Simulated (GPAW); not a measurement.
PbS:

```
CELL_PARAMETERS angstrom
4.08970 0.00000 0.00000
-2.04485 3.54178 0.00000
0.00000 0.00000 3.78817
ATOMIC_POSITIONS crystal
Pb 0.00000 0.00000 0.00000
S 0.66667 0.33333 0.50000
```

Measurements of this composition are mostly on another form, of space group No. 225.

| Quantity | Value |
| --- | --- |
| Program | GPAW 26.7.0 |
| Task | single point |
| Functional | PBE |
| Potentials or basis | GPAW PAW data sets (gpaw-data 1.2.1) |
| Cutoff | 600 eV |
| Basis | pw |
| k mesh | 8 × 8 × 7 |
| Occupations | fermi-dirac, width 0.05 eV |
| Spin | no spin polarisation |

On this cell: pressure -0.2 GPa; largest force under 0.003 eV/Å; band gap on the k mesh 0.18 eV, indirect (least direct gap 1.62 eV).

The same run follows on a disturbed copy (atoms moved at random, drawn with an rms of 0.05 Å):

```
Pb S
1.0
     4.08970    0.00000    0.00000
    -2.04485    3.54178    0.00000
     0.00000    0.00000    3.78817
Pb S
1 1
Direct
  0.00914 0.00313 0.99818
  0.64940 0.31891 0.50437
```

Problem. What does the disturbed cell give?

Solution. The energy moves by +3.5 meV/atom; pressure -0.1 GPa; largest force 0.155 eV/Å; band gap on the k mesh 0.08 eV, indirect (least direct gap 1.62 eV).

Forces on the atoms (eV/Å):
```
Pb  -0.115 -0.100 -0.027
S    0.115  0.100  0.027
```

Caveats: spin-orbit coupling is left out, which as a rule narrows the gap of such compounds by several tenths of an eV; an odd mesh through Γ misses points on the zone boundary, where band edges often lie.
